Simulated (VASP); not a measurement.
Set up this calculation in VASP 6.6.1, as the native input.

```yaml
Task: electron localisation function
Functional: rev-vdW-DF2
Potentials_or_basis: VASP PAW PBE potentials, release 64 (W_sv, C)
Cutoff: 520 eV
k_mesh: 8 × 8 × 7
Occupations: fermi-dirac, width 0.2 eV
Spin: no spin polarisation
Hubbard_terms: W d U = 3 eV, J = 1.0 eV
LDAUTYPE: 2
Hund's_J: 1
Further_INCAR_settings: ALGO = Normal; EDIFF = 1e-06; NBANDS = 13
```

The structure of WC (Qusongite) lies in POSCAR:

```
WC
2.9017
    0.999636764655      0.024734466003      0.010057552469
   -0.478397491126      0.859750835717     -0.011525312748
    0.009815969949     -0.007320880863      0.975053244650
W C
1 1
Direct
    0.0000000000      0.0000000000      0.0000000000
    0.6666666667      0.3333333333      0.5000000000
```

The cell isn't the ideal one: cell strained at random at fixed volume.

One way to write it, as run:

INCAR

```
PREC = Accurate
ENCUT = 520
EDIFF = 1E-6
ISMEAR = -1
SIGMA = 0.2
LREAL = F
LASPH = T
NELM = 100
ALGO = Normal
ISIF = 2
LWAVE = F
LCHARG = T
LMAXMIX = 4
LDAU = T
LDAUTYPE = 2
LDAUL = 2 -1
LDAUU = 3 0
LDAUJ = 1 0
LDAUPRINT = 1
GGA = MK
LUSE_VDW = T
AGGAC = 0.0
PARAM1 = 0.1234
PARAM2 = 0.711357
ZAB_VDW = -1.8867
LELF = T
NBANDS = 13
```

KPOINTS

```
regular mesh
0
Gamma
  8 8 7
```

Potentials or basis: VASP PAW PBE potentials, release 64 (W_sv, C).

The run is started by

```sh
$ cat potpaw_PBE.64/W_sv/POTCAR potpaw_PBE.64/C/POTCAR > POTCAR
$ mpirun -np 1 vasp_std > vasp.out
```

Results of the run:

The pressure is 9.0 GPa and the largest force is 0.330 eV/Å. The band gap on the k mesh is none (metal or under the smearing width).

Caveat: the PAW data sets were made with another functional, which shifts forces and pressure a little; U without spin polarisation on a metal has little footing; the U is typed as a test and isn't derived for this compound.

Wall time 36 s on 1 thread of Intel(R) Xeon(R) Platinum 8559C (Emerald Rapids), with other jobs on the host, peak memory 0.32 GiB.
